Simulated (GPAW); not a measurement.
HfH2 in GPAW: convergence with smearing width (eV)

Input of the first run (smearing width (eV) 0.5); the others differ in this setting and in those tied to it:

The input run.py:

```python
from ase.dft.bandgap import bandgap
from ase.io import read, write
from ase.units import GPa
from gpaw import GPAW, PW

atoms = read('POSCAR')

calc = GPAW(mode=PW(600),
            xc='LDA',
            kpts={'size': (8, 8, 8), 'gamma': True},
            occupations={'name': 'fermi-dirac', 'width': 0.5},
            nbands=18,
            convergence={'density': 1e-05, 'energy': 1e-05},
            maxiter=100,
            txt='gpaw.txt')
atoms.calc = calc
energy = atoms.get_potential_energy()
forces = atoms.get_forces()
stress = atoms.get_stress()
calc.write('gs.gpw')
write('result.traj', atoms)
print(f'Energy: {energy:.6f} eV')
print('Forces (eV/A):')
print(forces.round(4))
print('Stress (GPa):', (stress / GPa).round(3))
print('Fermi level:', round(calc.get_fermi_level(), 4), 'eV')
print(f'Gap: {bandgap(calc)[0]:.4f} eV, direct: {bandgap(calc, direct=True)[0]:.4f} eV')
```

The input POSCAR:

```
HfH2
1.0
   -1.7390000000      1.7390000000      2.1805000000
    1.7390000000     -1.7390000000      2.1805000000
    1.7390000000      1.7390000000     -2.1805000000
Hf H
1 2
Direct
    0.0000000000      0.0000000000      0.0000000000
    0.2500000000      0.7500000000      0.5000000000
    0.7500000000      0.2500000000      0.5000000000
```

Potentials or basis: the program's PAW data sets (release 1.2.1) made for this functional, pw.

The run is started by

```console
$ OMP_NUM_THREADS=1 python run.py
```

Hardware: 1 thread of Arm Neoverse V1 (shared host).

Question: The values tried are 0.5, 0.3, 0.2, 0.15, 0.1, 0.05, 0.025, 0.01, loosest first. From which on does the energy stay within 1 meV/atom of the tightest run that finished?

Answer: From 0.15 on.

```tsv
smearing width (eV)	energy less the tightest run, at zero smearing (meV/atom)	pressure (GPa)	SCF cycles	CPU time (s)	peak memory (GiB)
0.5	5.61	-5.60	9	16	0.15
0.3	3.05	-7.27	9	16	0.15
0.2	1.25	-7.82	9	17	0.15
0.15	0.63	-8.01	9	17	0.15
0.1	0.37	-8.13	9	16	0.15
0.05	0.14	-8.20	9	15	0.15
0.025	0.00	-8.23	9	15	0.15
0.01	0.00	-8.24	9	15	0.15
```

Against the tightest run, the pressure stays within 0.1 GPa from 0.05 on. Narrower smearing needs a denser k mesh, so at a fixed mesh the narrowest width isn't the most accurate. The tightest run that finished is the yardstick and may itself not be fully converged.

The run has no spin-orbit coupling, so splittings on Hf are missing.
